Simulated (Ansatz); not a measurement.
The system is CuI (Marshite).

```
I Cu
1.0
     0.00000    3.03150    3.03150
     3.03150    0.00000    3.03150
     3.03150    3.03150    0.00000
I Cu
1 1
Direct
  0.00000 0.00000 0.00000
  0.75000 0.75000 0.75000
```

| Quantity | Value |
| --- | --- |
| Program | Ansatz 0.2.0 |
| Task | relaxation of cell and atoms |
| Functional | RPBE |
| Dispersion | D4 |
| Potentials or basis | all-electron LAPW, scalar-relativistic |
| Basis error allowed | 0.001 eV/atom |
| k mesh | 8 × 8 × 8 |
| Occupations | fermi-dirac, width 0.05 eV |
| Spin | no spin polarisation |

At the start: volume 27.86 Å³/atom.

Question: How do energy, volume and symmetry change on relaxing?

Answer: Over 4 steps the energy falls by 10.9 meV/atom and the volume is 26.35 Å³/atom (-5.4 %); space group F-43m (No. 216, to 0.05 Å).

The path:
```tsv
step	energy change (eV)	largest force (eV/Å)	volume (Å³)
1	0.0000	0.0000	55.72
2	-0.0216	0.0000	52.89
3	-0.0217	0.0000	52.70
4	-0.0217	0.0000	52.70
```

Final structure:
```
CELL_PARAMETERS angstrom
0.00000 2.97574 2.97574
2.97574 0.00000 2.97574
2.97574 2.97574 0.00000
ATOMIC_POSITIONS crystal
I 0.00000 0.00000 0.00000
Cu 0.75000 0.75000 0.75000
```
